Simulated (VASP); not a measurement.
# InAs (F-43m) in VASP: single point with HSE06

Aim: the single point of InAs with HSE06.

Program: VASP 6.6.1. These are calculated values, not measurements. Logs are shortened: lines on timing, memory, paths and dates and some standing lists are left out, and cuts for length are marked.

**Experimental background.**

From a printed reference work, data compilation, for a bulk crystal of InAs at 4.2 K: band gap 0.418 eV (direct).

The runs below are set against these values where they give the same quantity.

## (1) The cell of the first run

The structure is cubic, space group F-43m (No. 216). Conventional cell: a = 6.109 Å, b = 6.109 Å, c = 6.109 Å, α = 90.00°, β = 90.00°, γ = 90.00°. Within 3.5 Å of In (site symmetry -43m) lie 4 As at 2.65 Å. Within 3.5 Å of As (site symmetry -43m) lie 4 In at 2.65 Å.

## (2) Single point, HSE06

POSCAR reads:

```
InAs
1.0
    0.0000000000      3.0545915928      3.0545915928
    3.0545915928      0.0000000000      3.0545915928
    3.0545915928      3.0545915928      0.0000000000
In As
1 1
Direct
    0.0000000000      0.0000000000      0.0000000000
    0.2500000000      0.2500000000      0.2500000000
```

INCAR.step1 reads:

```
SYSTEM = InAs
ALGO     = Normal         ! electronic algorithm
EDIFF    = 1E-5           ! SCF threshold, eV
ENCUT    = 520            ! plane-wave cutoff, eV
GGA      = PE             ! functional
ISIF     = 2              ! what is computed and relaxed
ISMEAR   = -1             ! smearing method
LASPH    = .True.         ! aspherical terms in the spheres
LCHARG   = .False.        ! write CHGCAR
LREAL    = .False.        ! projectors in reciprocal space
LWAVE    = .True.         ! write WAVECAR
NBANDS   = 16             ! bands
NELM     = 100            ! most SCF steps
PREC     = Accurate       ! precision mode
SIGMA    = 0.02           ! smearing width, eV
```

INCAR.step2 reads:

```
SYSTEM = InAs
ALGO     = Normal         ! electronic algorithm
EDIFF    = 1E-6           ! SCF threshold, eV
ENCUT    = 520            ! plane-wave cutoff, eV
GGA      = PE             ! functional
HFSCREEN = 0.2079         ! screening, 1/A
ISIF     = 2              ! what is computed and relaxed
ISMEAR   = -1             ! smearing method
ISTART   = 1            
LASPH    = .True.         ! aspherical terms in the spheres
LCHARG   = .False.        ! write CHGCAR
LHFCALC  = .True.         ! exact exchange
LREAL    = .False.        ! projectors in reciprocal space
LWAVE    = .False.        ! write WAVECAR
NBANDS   = 16             ! bands
NELM     = 100            ! most SCF steps
PREC     = Accurate       ! precision mode
PRECFOCK = Normal       
SIGMA    = 0.02           ! smearing width, eV
```

KPOINTS reads:

```
k-points
0
Gamma
  6 6 6
  0 0 0
```

Potentials or basis: VASP PAW PBE potentials, release 64 (In_d, As).

Command:

```sh
> cat potpaw_PBE.64/In_d/POTCAR potpaw_PBE.64/As/POTCAR > POTCAR
> cp INCAR.step1 INCAR
> mpirun -np 1 vasp_std > vasp.out
> cp INCAR.step2 INCAR
> mpirun -np 1 vasp_std > vasp.out
```

OUTCAR:

```text
SYSTEM = InAs
   EDIFF = 1E-6
   ENCUT = 520
   GGA = PE
   HFSCREEN = 0.2079
   ISIF = 2
   ISMEAR = -1
   ISTART = 1
   LASPH = .True.
   LHFCALC = .True.
   LREAL = .False.
   NELM = 100
   PREC = Accurate
   PRECFOCK = Normal

 ion  position               nearest neighbor table
   1  0.000  0.000  0.000-   2 2.65   2 2.65   2 2.65   2 2.65
   2  0.250  0.250  0.250-   1 2.65   1 2.65   1 2.65   1 2.65

  LATTYP: Found a face centered cubic cell.
 ALAT       =     6.1091831856

  Lattice vectors:

 A1 = (   0.0000000000,   3.0545915928,   3.0545915928)
 A2 = (   3.0545915928,   0.0000000000,   3.0545915928)
 A3 = (   3.0545915928,   3.0545915928,   0.0000000000)

Analysis of symmetry for initial positions (statically):
=====================================================================
 Subroutine PRICEL returns:
 Original cell was already a primitive cell.

 Routine SETGRP: Setting up the symmetry group for a
 face centered cubic supercell.

 Subroutine GETGRP returns: Found 24 space group operations
 (whereof 24 operations were pure point group operations)
 out of a pool of 48 trial point group operations.

The static configuration has the point symmetry T_d .

Analysis of symmetry for dynamics (positions and initial velocities):
=====================================================================
 Subroutine PRICEL returns:
 Original cell was already a primitive cell.

 Routine SETGRP: Setting up the symmetry group for a
 face centered cubic supercell.

 Subroutine GETGRP returns: Found 24 space group operations
 (whereof 24 operations were pure point group operations)
 out of a pool of 48 trial point group operations.

The dynamic configuration has the point symmetry T_d .

 Subroutine INISYM returns: Found 24 space group operations
 (whereof 24 operations are pure point group operations),
 and found     1 'primitive' translations

----------------------------------------------------------------------------------------

                                     Primitive cell

  volume of cell :      57.0019

  direct lattice vectors                    reciprocal lattice vectors
     0.000000000  3.054591593  3.054591593    -0.163688004  0.163688004  0.163688004
     3.054591593  0.000000000  3.054591593     0.163688004 -0.163688004  0.163688004
     3.054591593  3.054591593  0.000000000     0.163688004  0.163688004 -0.163688004

  length of vectors
[... 78 lines left out ...]
   NFREE  =      0    steps in history (QN), initial steepest desc. (CG)
   ISIF   =      2    stress and relaxation
   ISYM   =      3    0-nonsym 1-usesym 2-fastsym
   POTIM  = 0.5000    time-step for ionic-motion
   TEBEG  =    0.0;   TEEND  =   0.0 temperature during run
   PSTRESS=    0.0 pullay stress
   NELECT =      18.0000    total number of electrons
   NUPDOWN=      -1.0000    fix difference up-down
   EMIN   =  10.00;   EMAX   =-10.00  energy-range for DOS
   EFERMI =   0.00;   METHOD = LEGACY
   ISMEAR =    -1;   SIGMA  =   0.02  broadening in eV -4-tet -1-fermi 0-gaus
   EFERMI_NEDOS =   21; number of points for ismear=-14 and -15
   IALGO  =     38    algorithm
   IMIX   =      1    mixing-type and parameters
     AMIX     =   0.40;   BMIX     =  1.00
     AMIX_MAG =   1.60;   BMIX_MAG =  1.00
  volume/ion in A,a.u.               =      28.50       192.33
  Fermi-wavevector in a.u.,A,eV,Ry     =   1.114814  2.106693 16.909468  1.242811
  Thomas-Fermi vector in A             =   2.251413
   LORBIT       =      0    0 simple, 1 ext, 2 COOP (PROOUT), +10 PAW based schemes
   GGA     = PE    functional components
   LHFCALC =     T    Hartree Fock is set to
   PRECFOCK=normal    Normal, Fast or Accurate (Low or Medium for compatibility)
   ENCUT4O =  -1.0   cutoff for four orbital integrals eV
   NKREDX  =     1    reduce k-point grid by
   NKREDY  =     1    reduce k-point grid by
   NKREDZ  =     1    reduce k-point grid by
   AEXX    =    0.2500 exact exchange contribution
   HFSCREEN=    0.2079 screening length (either q_TF or 0.3 A-1)
   HFSCREENC=   0.2079 screening length for correlation (either q_TF or 0.3 A-1)
   ENCUTFOCK=  -1.0 apply spherical cutoff to Coloumb kernel
   IVDW    =     0    specifies the selected vdW correction
   LEPSILON=     F    determine dielectric tensor
   LRPA    =     F    only Hartree local field effects (RPA)
 non-spin polarized calculation
  energy-cutoff  :      520.00
  volume of cell :       57.00
 maximum number of plane-waves:      1572
  NGX = 28; NGY = 28; NGZ = 28

 number of electron      17.9999996 magnetization

 Free energy of the ion-electron system (eV)
  ---------------------------------------------------
  ext. energy  EPLUGINS =         0.00000000
  ---------------------------------------------------
  free energy    TOTEN  =        -9.21635595 eV

  energy without entropy =       -9.21635508  energy(sigma->0) =       -9.21635552

 E-fermi :   3.9869     XC(G=0):  -7.4764

 val. band max:        3.7981383600   @ k =   0.0000   0.0000   0.0000
 cond. band min:       4.1536219308   @ k =   0.0000   0.0000   0.0000
 fundamental gap:      0.3554835708
 Fermi energy:         3.9868673075

 k-point     1 :       0.0000    0.0000    0.0000
  band No.  band energies     occupation
      1     -12.2826      2.00000
      2     -12.2826      2.00000
      3     -12.2826      2.00000
      4     -12.1617      2.00000
      5     -12.1617      2.00000
      6      -9.0296      2.00000
[... 281 lines left out ...]
      3     -12.2138      2.00000
      4     -12.1813      2.00000
      5     -12.1501      2.00000
      6      -6.9139      2.00000
[... 8 lines left out ...]
     15      16.3754      0.00000
     16      16.5432      0.00000

------------------------ aborting loop because EDIFF is reached ----------------------------------------

  FORCE on cell =-STRESS in cart. coord.  units (eV):
  Direction    XX          YY          ZZ          XY          YZ          ZX
  --------------------------------------------------------------------------------------
  -------------------------------------------------------------------------------------
  Total       -0.0860065     -0.0860065     -0.0860065      0.0000000      0.0000000      0.0000000
  in kB       -2.4174221     -2.4174221     -2.4174221      0.0000000      0.0000000      0.0000000
  external PRESSURE =      -2.4174221 kB  Pullay stress =       0.0000000 kB

 VOLUME and BASIS-vectors are now :
 -----------------------------------------------------------------------------
  energy-cutoff  :      520.00
  volume of cell :       57.00
      direct lattice vectors                 reciprocal lattice vectors
     0.000000000  3.054591593  3.054591593    -0.163688004  0.163688004  0.163688004
     3.054591593  0.000000000  3.054591593     0.163688004 -0.163688004  0.163688004
     3.054591593  3.054591593  0.000000000     0.163688004  0.163688004 -0.163688004

 POSITION                                       TOTAL-FORCE (eV/Angst)
 -----------------------------------------------------------------------------------
      0.00000      0.00000      0.00000         0.000000     -0.000000     -0.000000
      1.52730      1.52730      1.52730        -0.000000      0.000000      0.000000
 -----------------------------------------------------------------------------------
    total drift:                                0.000024      0.000022      0.000011

  FREE ENERGIE OF THE ION-ELECTRON SYSTEM (eV)
  ---------------------------------------------------
  free  energy   TOTEN  =        -9.2163559545 eV

  energy  without entropy=       -9.2163550783  energy(sigma->0) =       -9.21635552
```

Wall time 1.7 h (1 thread of Oxide Virtual Turin-like, shared host); peak memory 0.28 GiB.

Results:

| Property | Result |
| --- | --- |
| Free energy | -9.2164 eV |
| Pressure | -0.2 GPa |
| Band gap on the k mesh | 0.36 eV |

Levels at points of the mesh, in eV from the valence-band top:
```csv
k point,band 6,band 7,band 8,band 9,band 10,band 11,band 12,band 13
"(0.00, 0.00, 0.00)",-12.83,0.00,0.00,0.00,0.36,4.65,4.65,4.65
"(0.50, 0.00, 0.00)",-11.32,-6.09,-1.02,-1.02,1.57,5.43,5.43,7.66
"(0.50, 0.50, 0.00)",-10.75,-6.18,-2.42,-2.42,2.17,2.71,10.08,10.26
```

Caveat: the PAW data sets were made with another functional, which shifts forces and pressure a little; spin-orbit coupling is left out, which moves the levels of the heavy elements.

## (3) Comparison with measurements

Step 2. A measured gap of InAs is 0.418 eV (direct; 4.2 K; a printed reference work, data compilation); the calculated 0.36 eV misses it by -0.06 eV. Spin-orbit coupling on As, In is left out. The value is that of HSE06, without temperature or zero-point motion.
